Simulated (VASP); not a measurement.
# CdSe (Cadmoselite) (P6_3mc) in VASP: a series of runs

Runs on CdSe (Cadmoselite). Level: HSE06. Tasks: single point.

Program: VASP 6.6.1. These are calculated values, not measurements. Logs are shortened: lines on timing, memory, paths and dates and some standing lists are left out, and cuts for length are marked.

### Step 1. Starting point

The structure is hexagonal, space group P6_3mc (No. 186). The conventional cell has a = 4.300 Å, b = 4.300 Å, c = 7.020 Å, α = 90.00°, β = 90.00°, γ = 120.00°. Around Cd (site symmetry 3m) lie 4 Se at 2.61 to 2.70 Å. Se (site symmetry 3m) has 4 Cd at 2.61 to 2.70 Å as nearest neighbours.

### Step 2. Single point, HSE06

POSCAR reads:

```
CdSe
1.0
    4.3000000000      0.0000000000      0.0000000000
   -2.1500000000      3.7239092363      0.0000000000
    0.0000000000      0.0000000000      7.0200000000
Cd Se
2 2
Direct
    0.6666666667      0.3333333333      0.5000000000
    0.3333333333      0.6666666667      0.0000000000
    0.6666666667      0.3333333333      0.8850000000
    0.3333333333      0.6666666667      0.3850000000
```

INCAR.step1 reads:

```
SYSTEM = CdSe
PREC = Accurate
ENCUT = 400
EDIFF = 1E-5
ISMEAR = 0
SIGMA = 0.01
LREAL = .FALSE.
LASPH = .TRUE.
NELM = 100
ALGO = Normal
ISIF = 2
LWAVE = .TRUE.
LCHARG = .FALSE.
NBANDS = 26
NKRED = 1
GGA = PE
```

INCAR.step2 reads:

```
SYSTEM = CdSe
PREC = Accurate
ENCUT = 400
EDIFF = 1E-6
ISMEAR = 0
SIGMA = 0.01
LREAL = .FALSE.
LASPH = .TRUE.
NELM = 100
ALGO = Normal
ISIF = 2
LWAVE = .FALSE.
LCHARG = .FALSE.
GGA = PE
LHFCALC = .TRUE.
HFSCREEN = 0.2
PRECFOCK = Fast
NBANDS = 26
NKRED = 1
ISTART = 1
```

KPOINTS reads:

```
regular mesh
0
G
  4 4 2
  0 0 0
```

Potentials or basis: VASP PAW PBE potentials, release 64 (Cd, Se).

Run with:

```sh
$ cat potpaw_PBE.64/Cd/POTCAR potpaw_PBE.64/Se/POTCAR > POTCAR
$ cp INCAR.step1 INCAR
$ mpirun -np 1 vasp_std > vasp.out
$ cp INCAR.step2 INCAR
$ mpirun -np 1 vasp_std > vasp.out
```

OUTCAR:

```text
SYSTEM = CdSe
   PREC = Accurate
   ENCUT = 400
   EDIFF = 1E-6
   ISMEAR = 0
   LREAL = .FALSE.
   LASPH = .TRUE.
   NELM = 100
   ISIF = 2
   GGA = PE
   LHFCALC = .TRUE.
   HFSCREEN = 0.2
   PRECFOCK = Fast
   NKRED = 1
   ISTART = 1

 Found      8 irreducible k-points:

 Following reciprocal coordinates:
            Coordinates               Weight
  0.000000  0.000000  0.000000      1.000000
  0.250000 -0.000000  0.000000      6.000000
  0.500000 -0.000000  0.000000      3.000000
  0.250000  0.250000  0.000000      6.000000
  0.000000  0.000000  0.500000      1.000000
  0.250000 -0.000000  0.500000      6.000000
   k-points           NKPTS =      8   k-points in BZ     NKDIM =     32   number of bands    NBANDS=     26
   number of dos      NEDOS =    301   number of ions     NIONS =      4
   total plane-waves  NPLWV =  37632
   dimension x,y,z NGX =    28 NGY =   28 NGZ =   48
   dimension x,y,z NGXF=    56 NGYF=   56 NGZF=   96
   ions per type =               2   2
   NGX,Y,Z   is equivalent  to a cutoff of  10.83, 10.83, 11.37 a.u.
   NGXF,Y,Z  is equivalent  to a cutoff of  21.65, 21.65, 22.73 a.u.
 SYSTEM =  CdSe
   PREC   = accura    normal or accurate (medium, high low for compatibility)
   ISTART =      1    job   : 0-new  1-cont  2-samecut
   ICHARG =      0    charge: 1-file 2-atom 10-const
   ISPIN  =      1    spin polarized calculation?
   LNONCOLLINEAR =      F non collinear calculations
   LSORBIT =      F    spin-orbit coupling
   LASPH  =      T    aspherical Exc in radial PAW
   ENCUT  =  400.0 eV  29.40 Ry    5.42 a.u.   7.01  7.01 11.45*2*pi/ulx,y,z
   NELM   =    100;   NELMIN=  2; NELMDL=  0     # of ELM steps
   EDIFF  = 0.1E-05   stopping-criterion for ELM
   LREAL  =      F    real-space projection
   EDIFFG = 0.1E-04   stopping-criterion for IOM
   NSW    =      0    number of steps for IOM
   IBRION =     -1    ionic relax: 0-MD 1-quasi-New 2-CG
   NFREE  =      0    steps in history (QN), initial steepest desc. (CG)
   ISIF   =      2    stress and relaxation
   ISYM   =      3    0-nonsym 1-usesym 2-fastsym
   POTIM  = 0.5000    time-step for ionic-motion
   TEBEG  =    0.0;   TEEND  =   0.0 temperature during run
   PSTRESS=    0.0 pullay stress
   NELECT =      36.0000    total number of electrons
   NUPDOWN=      -1.0000    fix difference up-down
   EMIN   =  10.00;   EMAX   =-10.00  energy-range for DOS
   EFERMI =   0.00;   METHOD = LEGACY
   ISMEAR =     0;   SIGMA  =   0.01  broadening in eV -4-tet -1-fermi 0-gaus
   EFERMI_NEDOS =   21; number of points for ismear=-14 and -15
   IALGO  =     38    algorithm
   IMIX   =      1    mixing-type and parameters
     AMIX     =   0.40;   BMIX     =  1.00
     AMIX_MAG =   1.60;   BMIX_MAG =  1.00
  volume/ion in A,a.u.               =      28.10       189.64
  Fermi-wavevector in a.u.,A,eV,Ry     =   1.120059  2.116604 17.068937  1.254531
  Thomas-Fermi vector in A             =   2.256702
   LORBIT       =      0    0 simple, 1 ext, 2 COOP (PROOUT), +10 PAW based schemes
   GGA     = PE    functional components
   LHFCALC =     T    Hartree Fock is set to
   PRECFOCK=fast      Normal, Fast or Accurate (Low or Medium for compatibility)
   ENCUT4O =  -1.0   cutoff for four orbital integrals eV
   NKREDX  =     1    reduce k-point grid by
   NKREDY  =     1    reduce k-point grid by
   NKREDZ  =     1    reduce k-point grid by
   AEXX    =    0.2500 exact exchange contribution
   HFSCREEN=    0.2000 screening length (either q_TF or 0.3 A-1)
   HFSCREENC=   0.2000 screening length for correlation (either q_TF or 0.3 A-1)
   ENCUTFOCK=  -1.0 apply spherical cutoff to Coloumb kernel
   IVDW    =     0    specifies the selected vdW correction
   LEPSILON=     F    determine dielectric tensor
   LRPA    =     F    only Hartree local field effects (RPA)
 non-spin polarized calculation
 Gauss-broadening in eV      SIGMA  =   0.01
  energy-cutoff  :      400.00
  volume of cell :      112.41
 maximum number of plane-waves:      2071
 NGX is ok and might be reduce to    28
  NGX = 16; NGY = 16; NGZ = 28

 number of electron      35.9999993 magnetization

 Free energy of the ion-electron system (eV)
  ---------------------------------------------------
  ext. energy  EPLUGINS =         0.00000000
  ---------------------------------------------------
  free energy    TOTEN  =       -13.64723836 eV

  energy without entropy =      -13.64723836  energy(sigma->0) =      -13.64723836

 E-fermi :   0.3776     XC(G=0):  -7.3714

 val. band max:        0.3313545121   @ k =   0.0000   0.0000   0.0000
 cond. band min:       2.0094120478   @ k =   0.0000   0.0000   0.0000
 fundamental gap:      1.6780575357
 Fermi energy:         0.3775534474

 k-point     1 :       0.0000    0.0000    0.0000
  band No.  band energies     occupation
      1     -13.3727      2.00000
      2     -12.9741      2.00000
      3      -8.8046      2.00000
      4      -8.8046      2.00000
      5      -8.7486      2.00000
      6      -8.7477      2.00000
[... 18 lines left out ...]
     25       8.4538      0.00000
     26       9.2177      0.00000

 k-point     2 :       0.2500   -0.0000    0.0000
  band No.  band energies     occupation
      1     -13.1835      2.00000
      2     -12.8915      2.00000
      3      -8.7404      2.00000
      4      -8.7241      2.00000
      5      -8.6630      2.00000
      6      -8.6449      2.00000
[... 18 lines left out ...]
     25       8.8737      0.00000
[... 86 lines left out ...]
     25       7.6520      0.00000
     26       7.6520      0.00000

 k-point     6 :       0.2500   -0.0000    0.5000
  band No.  band energies     occupation
      1     -13.0313      2.00000
      2     -13.0313      2.00000
      3      -8.7029      2.00000
      4      -8.7029      2.00000
      5      -8.6949      2.00000
      6      -8.6949      2.00000
[... 18 lines left out ...]
     25       8.8239      0.00000
     26       8.8239      0.00000

 [... further k-points ...]

------------------------ aborting loop because EDIFF is reached ----------------------------------------

  FORCE on cell =-STRESS in cart. coord.  units (eV):
  Direction    XX          YY          ZZ          XY          YZ          ZX
  --------------------------------------------------------------------------------------
  -------------------------------------------------------------------------------------
  Total        1.6969093      1.6969093      0.0601759      0.0000000      0.0000000     -0.0000000
  in kB       24.1860282     24.1860282      0.8576863      0.0000000      0.0000000     -0.0000000
  external PRESSURE =      16.4099142 kB  Pullay stress =       0.0000000 kB

 VOLUME and BASIS-vectors are now :
 -----------------------------------------------------------------------------
  energy-cutoff  :      400.00
  volume of cell :      112.41
      direct lattice vectors                 reciprocal lattice vectors
     4.300000000  0.000000000  0.000000000     0.232558140  0.134267504  0.000000000
    -2.150000000  3.723909236  0.000000000     0.000000000  0.268535009  0.000000000
     0.000000000  0.000000000  7.020000000     0.000000000  0.000000000  0.142450142

 POSITION                                       TOTAL-FORCE (eV/Angst)
 -----------------------------------------------------------------------------------
      2.15000      1.24130      3.51000        -0.000000     -0.000000      0.298210
     -0.00000      2.48261      0.00000         0.000000      0.000000      0.298210
      2.15000      1.24130      6.21270        -0.000000     -0.000000     -0.298210
     -0.00000      2.48261      2.70270        -0.000000      0.000000     -0.298210
 -----------------------------------------------------------------------------------
    total drift:                               -0.000000      0.000000      0.000117

  FREE ENERGIE OF THE ION-ELECTRON SYSTEM (eV)
  ---------------------------------------------------
  free  energy   TOTEN  =       -13.6472383560 eV

  energy  without entropy=      -13.6472383560  energy(sigma->0) =      -13.64723836
```

Wall time 19 min (1 thread of AMD EPYC 7R43 (Zen 3), shared host); peak memory 0.26 GiB.

The run converged, but some of its settings lie outside the range that counts as converged, so its numbers aren't taken as properties of the crystal.

What came out:

* Free energy: -13.6472 eV
* Pressure: 1.6 GPa
* Largest force: 0.298 eV/Å
* Band gap on the k mesh: 1.68 eV, direct

Caveat: the k mesh is coarse (spacing up to 0.45 Å⁻¹), so the values aren't converged, least of all with exact exchange; the PAW data sets were made with another functional, which shifts forces and pressure a little.

### Step 3. Single point, HSE06

POSCAR is that of step 2.

INCAR.step1 reads:

```
SYSTEM = CdSe
ALGO = Normal
EDIFF = 1E-5
ENCUT = 650
GGA = PE
ISIF = 2
ISMEAR = 0
LASPH = .TRUE.
LCHARG = .FALSE.
LREAL = .FALSE.
LWAVE = .TRUE.
NBANDS = 26
NELM = 100
NKRED = 1
PREC = Accurate
SIGMA = 0.01
```

INCAR.step2 reads:

```
SYSTEM = CdSe
ALGO = Normal
EDIFF = 1E-6
ENCUT = 650
GGA = PE
HFSCREEN = 0.2
ISIF = 2
ISMEAR = 0
ISTART = 1
LASPH = .TRUE.
LCHARG = .FALSE.
LHFCALC = .TRUE.
LREAL = .FALSE.
LWAVE = .FALSE.
NBANDS = 26
NELM = 100
NKRED = 1
PREC = Accurate
PRECFOCK = Fast
SIGMA = 0.01
```

KPOINTS reads:

```
k-points
0
G
  5 5 3
  0 0 0
```

Potentials or basis: VASP PAW PBE potentials, release 64 (Cd, Se).

Run with:

```sh
$ cat potpaw_PBE.64/Cd/POTCAR potpaw_PBE.64/Se/POTCAR > POTCAR
$ cp INCAR.step1 INCAR
$ mpirun -np 1 vasp_std > vasp.out
$ cp INCAR.step2 INCAR
$ mpirun -np 1 vasp_std > vasp.out
```

It took 19 min on 1 thread of Intel Xeon 6975P-C (Granite Rapids), shared host; peak memory 0.41 GiB.

The run converged, but some of its settings lie outside the range that counts as converged, so its numbers aren't taken as properties of the crystal.

Results:

```
Free energy            : -13.6871 eV
Pressure               : 2.0 GPa
Largest force          : 0.288 eV/Å
Band gap on the k mesh : 1.67 eV, direct
```

Caveat: the PAW data sets were made with another functional, which shifts forces and pressure a little.
